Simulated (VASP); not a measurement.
Set up this calculation in VASP 6.6.1, as the native input.

| Item | Value |
| --- | --- |
| Task | band structure |
| Functional | TPSS |
| Potentials or basis | VASP PAW PBE potentials, release 64 (Zr_sv) |
| Cutoff | 520 eV |
| k mesh | 10 × 10 × 10 |
| Occupations | fermi-dirac, width 0.05 eV |
| Spin | no spin polarisation |
| Further INCAR settings | ALGO = Normal; EDIFF = 1e-06; NBANDS = 12 |

The structure of Zr lies in POSCAR:

```
Zr
1.0
   -1.8100000000      1.8100000000      1.8100000000
    1.8100000000     -1.8100000000      1.8100000000
    1.8100000000      1.8100000000     -1.8100000000
Zr
1
Direct
    0.0000000000      0.0000000000      0.0000000000
```

This isn't the form of Zr at room conditions, which is hcp.

The input as run:

INCAR

```
SYSTEM = Zr
ALGO = Normal
EDIFF = 1E-6
ENCUT = 520
ISIF = 2
ISMEAR = -1
LASPH = .TRUE.
LCHARG = .FALSE.
LMAXMIX = 4
LMIXTAU = .TRUE.
LREAL = .FALSE.
LWAVE = .FALSE.
METAGGA = TPSS
NBANDS = 12
NELM = 60
PREC = Accurate
SIGMA = 0.05
```

KPOINTS

```
k-points
0
G
  10 10 10
  0 0 0
```

KPOINTS_OPT

```
path GHNGPH,PN
20
line-mode
reciprocal
 0.0000000000  0.0000000000  0.0000000000  G
 0.5000000000 -0.5000000000  0.5000000000  H

 0.5000000000 -0.5000000000  0.5000000000  H
 0.0000000000  0.0000000000  0.5000000000  N

 0.0000000000  0.0000000000  0.5000000000  N
 0.0000000000  0.0000000000  0.0000000000  G

 0.0000000000  0.0000000000  0.0000000000  G
 0.2500000000  0.2500000000  0.2500000000  P

 0.2500000000  0.2500000000  0.2500000000  P
 0.5000000000 -0.5000000000  0.5000000000  H

 0.2500000000  0.2500000000  0.2500000000  P
 0.0000000000  0.0000000000  0.5000000000  N
```

Potentials or basis: VASP PAW PBE potentials, release 64 (Zr_sv).

Launch:

```console
$ cat potpaw_PBE.64/Zr_sv/POTCAR > POTCAR
$ mpirun -np 1 vasp_std > vasp.out
```

It gave:

```
Pressure                : -4.8 GPa
Band gap along the path : none (metal or under the smearing width)
```

Caveat: the PAW data sets were made with another functional, which shifts forces and pressure a little.

It took 35 s on 1 thread of Intel(R) Xeon(R) 6975P-C (Granite Rapids), with other jobs on the host, peak memory 0.15 GiB.
